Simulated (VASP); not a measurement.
# InAs (Fm-3m) in VASP: further runs, part 2 of 2

VASP 6.6.1. Earlier steps stand in the parts before.

**3. Phonons, PBE**

The input, POSCAR:

```
InAs
1.0
    0.0000000000      2.8773040000      2.8773040000
    2.8773040000      0.0000000000      2.8773040000
    2.8773040000      2.8773040000      0.0000000000
In As
1 1
Direct
    0.5000000000      0.5000000000      0.5000000000
    0.0000000000      0.0000000000      0.0000000000
```

The input, INCAR.step1:

```
SYSTEM = InAs
ALGO = Normal
EDIFF = 1E-8
EDIFFG = -0.002
ENCUT = 600
GGA = PE
IBRION = 2
ISIF = 3
ISMEAR = 0
LASPH = .True.
LCHARG = .False.
LREAL = .False.
LWAVE = .False.
NELM = 80
NSW = 40
PREC = Accurate
SIGMA = 0.02
```

The input, INCAR.step2:

```
SYSTEM = InAs
ALGO = Normal
EDIFF = 1E-8
ENCUT = 600
GGA = PE
IBRION = 6
ISIF = 2
ISMEAR = 0
LASPH = .True.
LCHARG = .False.
LREAL = .False.
LWAVE = .False.
NELM = 80
NFREE = 2
NSW = 1
POTIM = 0.015
PREC = Accurate
SIGMA = 0.02
```

The input, KPOINTS:

```
k-points
0
Gamma
  6 6 6
  0 0 0
```

Potentials or basis: VASP PAW PBE potentials, release 64 (In_d, As).

Launch:

```bash
$ cat potpaw_PBE.64/In_d/POTCAR potpaw_PBE.64/As/POTCAR > POTCAR
$ cp INCAR.step1 INCAR
$ mpirun -np 1 vasp_std > vasp.out
$ cp CONTCAR POSCAR
$ cp INCAR.step2 INCAR
$ mpirun -np 1 vasp_std > vasp.out
```

OUTCAR:

```text
SYSTEM = InAs
   EDIFF = 1E-8
   ENCUT = 600
   GGA = PE
   IBRION = 6
   ISIF = 2
   ISMEAR = 0
   LASPH = .True.
   LREAL = .False.
   NELM = 80
   NFREE = 2
   NSW = 1
   POTIM = 0.015
   PREC = Accurate

 ion  position               nearest neighbor table
   1  0.500  0.500  0.500-   2 2.88   2 2.88   2 2.88   2 2.88   2 2.88   2 2.88
   2  0.000  0.000  0.000-   1 2.88   1 2.88   1 2.88   1 2.88   1 2.88   1 2.88

  LATTYP: Found a face centered cubic cell.
 ALAT       =     5.7546080000

  Lattice vectors:

 A1 = (   0.0000000000,   2.8773040000,   2.8773040000)
 A2 = (   2.8773040000,   0.0000000000,   2.8773040000)
 A3 = (   2.8773040000,   2.8773040000,   0.0000000000)

Analysis of symmetry for initial positions (statically):
=====================================================================
 Subroutine PRICEL returns:
 Original cell was already a primitive cell.

 Routine SETGRP: Setting up the symmetry group for a
 face centered cubic supercell.

 Subroutine GETGRP returns: Found 48 space group operations
 (whereof 48 operations were pure point group operations)
 out of a pool of 48 trial point group operations.

The static configuration has the point symmetry O_h .

Analysis of symmetry for dynamics (positions and initial velocities):
=====================================================================
 Subroutine PRICEL returns:
 Original cell was already a primitive cell.

 Routine SETGRP: Setting up the symmetry group for a
 face centered cubic supercell.

 Subroutine GETGRP returns: Found 48 space group operations
 (whereof 48 operations were pure point group operations)
 out of a pool of 48 trial point group operations.

The dynamic configuration has the point symmetry O_h .

 Subroutine INISYM returns: Found 48 space group operations
 (whereof 48 operations are pure point group operations),
 and found     1 'primitive' translations

----------------------------------------------------------------------------------------

                                     Primitive cell

  volume of cell :      47.6417

  direct lattice vectors                    reciprocal lattice vectors
     0.000000000  2.877304000  2.877304000    -0.173773783  0.173773783  0.173773783
     2.877304000  0.000000000  2.877304000     0.173773783 -0.173773783  0.173773783
     2.877304000  2.877304000  0.000000000     0.173773783  0.173773783 -0.173773783

  length of vectors
     4.069122340  4.069122340  4.069122340     0.300985021  0.300985021  0.300985021

  position of ions in fractional coordinates (direct lattice)
     0.500000000  0.500000000  0.500000000
     0.000000000  0.000000000  0.000000000

  ion indices of the primitive-cell ions
   primitive index   ion index
                 1           1
                 2           2

----------------------------------------------------------------------------------------

 KPOINTS: k-points
[... 105 lines left out ...]
  ext. energy  EPLUGINS =         0.00000000
  ---------------------------------------------------
  free energy    TOTEN  =        -7.34278687 eV

  energy without entropy =       -7.34223349  energy(sigma->0) =       -7.34251018

------------------------ aborting loop because EDIFF is reached ----------------------------------------

  FORCE on cell =-STRESS in cart. coord.  units (eV):
  Direction    XX          YY          ZZ          XY          YZ          ZX
  --------------------------------------------------------------------------------------
  -------------------------------------------------------------------------------------
  Total       -0.0007539     -0.0007539     -0.0007539     -0.0000000     -0.0000000      0.0000000
  in kB       -0.0253537     -0.0253537     -0.0253537     -0.0000000     -0.0000000      0.0000000
  external PRESSURE =      -0.0253537 kB  Pullay stress =       0.0000000 kB
[... 131 lines left out ...]
--------------------------------------- Ionic step        5  -------------------------------------------

 number of electron      18.0000003 magnetization

 Free energy of the ion-electron system (eV)
  ---------------------------------------------------
  ext. energy  EPLUGINS =         0.00000000
  ---------------------------------------------------
  free energy    TOTEN  =        -7.34254813 eV

  energy without entropy =       -7.34199587  energy(sigma->0) =       -7.34227200

 E-fermi :   5.9400     XC(G=0): -10.0944

 val. band max:        5.9074053724   @ k =   0.0000  -0.3333   0.1667
 cond. band min:       5.9550393870   @ k =   0.3333   0.0000   0.0000
 fundamental gap:      0.0476340146
 Fermi energy:         5.9400060433

 k-point     1 :       0.0000    0.0000    0.0000
  band No.  band energies     occupation
      1      -8.3911      2.00000
      2      -8.3911      2.00000
      3      -8.3710      2.00000
      4      -8.3710      2.00000
      5      -8.3710      2.00000
      6      -6.1716      2.00000
      7       5.2652      2.00000
      8       5.7263      2.00000
      9       5.7266      2.00000
     10       5.7266      2.00000
     11      13.0915      0.00000
     12      13.0915      0.00000
     13      13.0991      0.00000
[... 354 lines left out ...]
  band No.  band energies     occupation
      1      -8.5480      2.00000
      2      -8.4051      2.00000
      3      -8.3642      2.00000
      4      -8.3320      2.00000
      5      -8.3106      2.00000
      6      -3.8813      2.00000
      7       0.4773      2.00000
      8       2.1612      2.00000
      9       4.7971      2.00000
     10       6.4735      0.00000
     11      11.6118      0.00000
     12      11.6256      0.00000
     13      13.7167      0.00000

 [... further k-points ...]

------------------------ aborting loop because EDIFF is reached ----------------------------------------

  FORCE on cell =-STRESS in cart. coord.  units (eV):
  Direction    XX          YY          ZZ          XY          YZ          ZX
  --------------------------------------------------------------------------------------
  -------------------------------------------------------------------------------------
  Total        0.0054136     -0.0015190     -0.0015190      0.0000000     -0.0000000      0.0000000
  in kB        0.1820584     -0.0510852     -0.0510852      0.0000000     -0.0000000      0.0000000
  external PRESSURE =       0.0266293 kB  Pullay stress =       0.0000000 kB
[... 17 lines left out ...]
  FREE ENERGIE OF THE ION-ELECTRON SYSTEM (eV)
  ---------------------------------------------------
  free  energy   TOTEN  =        -7.3425481289 eV

  energy  without entropy=       -7.3419958695  energy(sigma->0) =       -7.34227200

 INTERNAL STRAIN TENSORS FROM DISPLACED ATOMS
 ============================================

 INTERNAL STRAIN TENSOR FOR ION    1 for displacements in x,y,z  (eV/Angst):
          X           Y           Z          XY          YZ          ZX
  --------------------------------------------------------------------------------
  x     0.00000     0.00000     0.00000     0.00000     0.00000     0.00000
  y     0.00000     0.00000     0.00000     0.00000     0.00000     0.00000
  z     0.00000     0.00000     0.00000     0.00000     0.00000     0.00000

 INTERNAL STRAIN TENSOR FOR ION    2 for displacements in x,y,z  (eV/Angst):
          X           Y           Z          XY          YZ          ZX
  --------------------------------------------------------------------------------
  x     0.00000     0.00000     0.00000     0.00000     0.00000     0.00000
  y     0.00000     0.00000     0.00000     0.00000     0.00000     0.00000
  z     0.00000     0.00000     0.00000     0.00000     0.00000     0.00000

 Eigenvectors and eigenvalues of the dynamical matrix
 ----------------------------------------------------

   1 f  =    3.385953 THz    21.274572 2PiTHz  112.943245 cm-1    14.003171 meV
             X         Y         Z           dx          dy          dz
      2.877304  2.877304  2.877304     0.544675   -0.315282   -0.000000
      0.000000  0.000000  0.000000    -0.672576    0.389317    0.000000
[... 21 lines left out ...]
   6 f/i=    0.004195 THz     0.026356 2PiTHz    0.139921 cm-1     0.017348 meV
             X         Y         Z           dx          dy          dz
      2.877304  2.877304  2.877304    -0.145980    0.328890   -0.688801
      0.000000  0.000000  0.000000    -0.118220    0.266346   -0.557815

 ELASTIC MODULI CONTR FROM IONIC RELAXATION (kBar)
 Direction    XX          YY          ZZ          XY          YZ          ZX
 --------------------------------------------------------------------------------
 XX           0.0000      0.0000      0.0000      0.0000      0.0000      0.0000
 YY           0.0000      0.0000      0.0000      0.0000      0.0000      0.0000
 ZZ           0.0000      0.0000      0.0000      0.0000      0.0000      0.0000
 XY           0.0000      0.0000      0.0000      0.0000      0.0000      0.0000
 YZ           0.0000      0.0000      0.0000      0.0000      0.0000      0.0000
 ZX           0.0000      0.0000      0.0000      0.0000      0.0000      0.0000
 --------------------------------------------------------------------------------
```

Wall time 1.9 min (1 thread of Intel Xeon Platinum 8488C (Sapphire Rapids), shared host); peak memory 0.22 GiB.

Results:

```
Highest phonon frequency at Γ, LO-TO splitting left out : 113 cm⁻¹
```

Phonon frequencies in cm⁻¹ (negative: imaginary):
| q point | frequencies |
| --- | --- |
| (0.000, 0.000, 0.000) | 0 0 0 113 113 113 |

**4. Elastic constants, PBE**

POSCAR is that of step 3.

The input, INCAR.step1:

```
ALGO = Fast
EDIFF = 1E-8
EDIFFG = -0.002
ENCUT = 600
GGA = PE
IBRION = 2
ISIF = 3
ISMEAR = 0
LASPH = T
LCHARG = F
LREAL = F
LWAVE = F
NELM = 100
NSW = 40
PREC = Accurate
SIGMA = 0.02
```

The input, INCAR.step2:

```
ALGO = Fast
EDIFF = 1E-8
ENCUT = 600
GGA = PE
IBRION = 6
ISIF = 3
ISMEAR = 0
LASPH = T
LCHARG = F
LREAL = F
LWAVE = F
NELM = 100
NFREE = 2
NSW = 1
POTIM = 0.015
PREC = Accurate
SIGMA = 0.02
```

The input, KPOINTS:

```
k-points
0
Gamma
  6 6 6
```

Launch:

```bash
$ cat potpaw_PBE.64/In_d/POTCAR potpaw_PBE.64/As/POTCAR > POTCAR
$ cp INCAR.step1 INCAR
$ mpirun -np 1 vasp_std > vasp.out
$ cp CONTCAR POSCAR
$ cp INCAR.step2 INCAR
$ mpirun -np 1 vasp_std > vasp.out
```

It took 12 min on 1 thread of Intel Xeon Platinum 8488C (Sapphire Rapids), shared host; peak memory 0.28 GiB.

Results (log left out):

```yaml
Elastic_constants_C11_C12_C44: 124, 32, -21 GPa
Voigt_bulk_modulus: 63 GPa
Highest_phonon_frequency_at_Γ_LO-TO_splitting_left_out: 113 cm⁻¹
```

Phonon frequencies in cm⁻¹ (negative: imaginary):
| q point | frequencies |
| --- | --- |
| (0.000, 0.000, 0.000) | 0 0 0 113 113 113 |

Elastic tensor in Voigt notation (GPa, in the Cartesian axes of the cell as first typed):
```
124  32  32   0   0   0
 32 124  32   0   0   0
 32  32 124   0   0   0
  0   0   0 -21   0   0
  0   0   0   0 -21   0
  0   0   0   0   0 -21
```

Clamped-ion elastic tensor (GPa):
```
124  32  32   0   0   0
 32 124  32   0   0   0
 32  32 124   0   0   0
  0   0   0 -21   0   0
  0   0   0   0 -21   0
  0   0   0   0   0 -21
```

Caveat: the elastic tensor has a negative eigenvalue, so either the cell is unstable as it stands or the mesh is too thin.
